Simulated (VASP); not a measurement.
# CeO (Pm-3m) in VASP: further runs, part 2 of 2

VASP 6.6.1. The steps go on from the part before.

### 4 Single point, PBEsol+U, collinear spin, ferromagnetic start

This run uses another cell than the first one: it holds 2 atoms, not 4.

Input file INCAR:

```
SYSTEM = CeO
PREC     = Accurate       ! precision mode
ENCUT    = 520            ! plane-wave cutoff, eV
EDIFF    = 1E-6           ! SCF threshold, eV
ISMEAR   = 0              ! smearing method
SIGMA    = 0.05           ! smearing width, eV
LREAL    = .False.        ! projectors in reciprocal space
LASPH    = .True.         ! aspherical terms in the spheres
NELM     = 120            ! most SCF steps
ALGO     = Normal         ! electronic algorithm
ISIF     = 2              ! what is computed and relaxed
LWAVE    = .False.        ! write WAVECAR
LCHARG   = .True.         ! write CHGCAR
ISPIN    = 2              ! spin polarisation
MAGMOM   = 1 0            ! initial moments
LORBIT   = 11             ! projections on sites
NUPDOWN  = 3              ! fixed moment
LMAXMIX  = 6              ! l up to which the mixer works
LDAU     = .True.         ! DFT+U
LDAUTYPE = 2            
LDAUL    = 3 -1           ! shell
LDAUU    = 5 0            ! U, eV
LDAUJ    = 0 0          
LDAUPRINT= 1            
GGA      = PS             ! functional
LELF     = .True.         ! ELF
LVHAR    = .True.       
NBANDS   = 20             ! bands
```

Input file KPOINTS:

```
regular mesh
0
Gamma
  7 7 7
  0 0 0
```

Input file POSCAR:

```
CeO
1.0
    2.8880971600      0.0000000000      0.0000000000
    0.0000000000      2.8880971600      0.0000000000
    0.0000000000      0.0000000000      2.8880971600
Ce O
1 1
Direct
    0.0000000000      0.0000000000      0.0000000000
    0.5000000000      0.5000000000      0.5000000000
```

Potentials or basis: VASP PAW PBE potentials, release 64 (Ce, O).

Command:

```sh
$ cat potpaw_PBE.64/Ce/POTCAR potpaw_PBE.64/O/POTCAR > POTCAR
$ mpirun -np 1 vasp_std > vasp.out
```

OUTCAR:

```text
SYSTEM = CeO
   PREC = Accurate
   ENCUT = 520
   EDIFF = 1E-6
   ISMEAR = 0
   LREAL = .False.
   LASPH = .True.
   NELM = 120
   ISIF = 2
   ISPIN = 2
   LORBIT = 11
   NUPDOWN = 3
   GGA = PS

 ion  position               nearest neighbor table
   1  0.000  0.000  0.000-   2 2.50   2 2.50   2 2.50   2 2.50   2 2.50   2 2.50   2 2.50   2 2.50

   2  0.500  0.500  0.500-   1 2.50   1 2.50   1 2.50   1 2.50   1 2.50   1 2.50   1 2.50   1 2.50

[... 1190 lines left out ...]
  external PRESSURE =     687.6218372 kB  Pullay stress =       0.0000000 kB

 VOLUME and BASIS-vectors are now :
 -----------------------------------------------------------------------------
  energy-cutoff  :      520.00
  volume of cell :       24.09
      direct lattice vectors                 reciprocal lattice vectors
     2.888097160  0.000000000  0.000000000     0.346248739  0.000000000  0.000000000
     0.000000000  2.888097160  0.000000000     0.000000000  0.346248739  0.000000000
     0.000000000  0.000000000  2.888097160     0.000000000  0.000000000  0.346248739

 POSITION                                       TOTAL-FORCE (eV/Angst)
 -----------------------------------------------------------------------------------
      0.00000      0.00000      0.00000         0.000000      0.000000      0.000000
      1.44405      1.44405      1.44405         0.000000      0.000000      0.000000
 -----------------------------------------------------------------------------------
    total drift:                                0.000000      0.000000     -0.000000

  FREE ENERGIE OF THE ION-ELECTRON SYSTEM (eV)
  ---------------------------------------------------
  free  energy   TOTEN  =        -9.9999426094 eV

  energy  without entropy=       -9.9937417039  energy(sigma->0) =       -9.99684216

 total charge

# of ion       s       p       d       f       tot
--------------------------------------------------
    1        2.064   5.632   1.363   1.453  10.513
    2        1.600   3.361   0.000   0.000   4.962
--------------------------------------------------
tot          3.664   8.993   1.363   1.453  15.474

 magnetization (x)

# of ion       s       p       d       f       tot
--------------------------------------------------
    1        0.032   0.065   0.852   1.330   2.279
    2        0.029   0.365   0.000   0.000   0.395
--------------------------------------------------
tot          0.061   0.431   0.852   1.330   2.673
```

OSZICAR:

```text
N       E                     dE             d eps       ncg     rms          rms(c)
DAV:   1     0.143151947556E+03    0.14315E+03   -0.77961E+03  1776   0.122E+03
DAV:   2     0.345668346838E+01   -0.13970E+03   -0.11818E+03  1692   0.230E+02
DAV:   3    -0.896028744899E+01   -0.12417E+02   -0.11713E+02  1840   0.804E+01
DAV:   4    -0.938704858763E+01   -0.42676E+00   -0.42241E+00  2356   0.119E+01
DAV:   5    -0.940670709995E+01   -0.19659E-01   -0.19624E-01  2376   0.186E+00    0.234E+01
DAV:   6    -0.978399256347E+01   -0.37729E+00   -0.45603E+00  2328   0.131E+01    0.128E+01
DAV:   7    -0.977481143899E+01    0.91811E-02   -0.89870E-01  2200   0.774E+00    0.955E+00
DAV:   8    -0.991412158842E+01   -0.13931E+00   -0.57545E-01  2100   0.453E+00    0.427E+00
DAV:   9    -0.997422151956E+01   -0.60100E-01   -0.11324E-01  2440   0.116E+00    0.123E+00
DAV:  10    -0.999076457312E+01   -0.16543E-01   -0.12116E-02  2304   0.497E-01    0.713E-01
DAV:  11    -0.999905387537E+01   -0.82893E-02   -0.10456E-02  2120   0.672E-01    0.390E-01
DAV:  12    -0.999947127924E+01   -0.41740E-03   -0.44845E-03  2464   0.442E-01    0.216E-01
DAV:  13    -0.999973451300E+01   -0.26323E-03   -0.42134E-04  2144   0.167E-01    0.966E-02
DAV:  14    -0.999993753650E+01   -0.20302E-03   -0.49270E-04  1880   0.183E-01    0.449E-02
DAV:  15    -0.999994248935E+01   -0.49528E-05   -0.36869E-05  2504   0.382E-02    0.993E-03
DAV:  16    -0.999994260938E+01   -0.12004E-06   -0.34708E-06  1900   0.102E-02
   1 F= -.99999426E+01 E0= -.99968422E+01  d E =-.620091E-02  mag=     3.0000
```

It took 22 s on 1 thread of Intel Xeon Platinum 8488C (Sapphire Rapids), shared host; peak memory 0.17 GiB.

Results:

- Free energy: -9.9999 eV
- Pressure: 68.8 GPa
- Net moment: 3.00 μB per cell
- Site moments: Ce +2.28; O +0.40 μB
- Valence electrons inside the program's atomic spheres: Ce 10.51; O 4.96

Eigenvalues of the final occupation matrices:
| site | spin | trace | eigenvalues |
| --- | --- | --- | --- |
| site 1 f | 1 | 1.40 | 0.01 0.01 0.01 0.03 0.45 0.45 0.45 |
| site 1 f | 2 | 0.07 | 0.01 0.01 0.01 0.01 0.01 0.01 0.02 |

Caveat: the magnetic or orbital state may not be the lowest; the moment is held away from its start; a pressure of tens of GPa on the cell as given is suspect, and the run, the potentials or the cell itself is likely at fault; the PAW data sets were made with another functional, which shifts forces and pressure a little; spin-orbit coupling is left out, which moves the levels of the heavy elements; the total moment is fixed, so each spin has its own Fermi level.

### 5 Summary

```tsv
spin	fixed moment (μB)	k mesh	supercell matrix	gap on the mesh (eV)	pressure (GPa)	moment (μB)
collinear, antiferromagnetic start	-	7 × 7 × 4	[1, 0, 0, 0, 1, 0, 0, 0, 2]	none	47.8	0.00
collinear, random start	-	7 × 7 × 7	-	none	45.3	0.94
collinear, ferromagnetic start	3	7 × 7 × 7	-	-	68.8	3.00
```

Alike in all rows: task single point; level PBEsol+U; potentials or basis VASP PAW PBE potentials, release 64 (Ce, O); Ce f U = 5 eV; cell as given; cutoff (eV) 520; smearing gaussian 0.05 eV.

Caveats: the magnetic or orbital state may not be the lowest; a pressure of tens of GPa on the cell as given is suspect, and the run, the potentials or the cell itself is likely at fault; the PAW data sets were made with another functional, which shifts forces and pressure a little; spin-orbit coupling is left out, which moves the levels of the heavy elements; the moment is held away from its start (some runs); the total moment is fixed, so each spin has its own Fermi level (some runs).

Absolute energies hang on the potentials; compare differences alone.
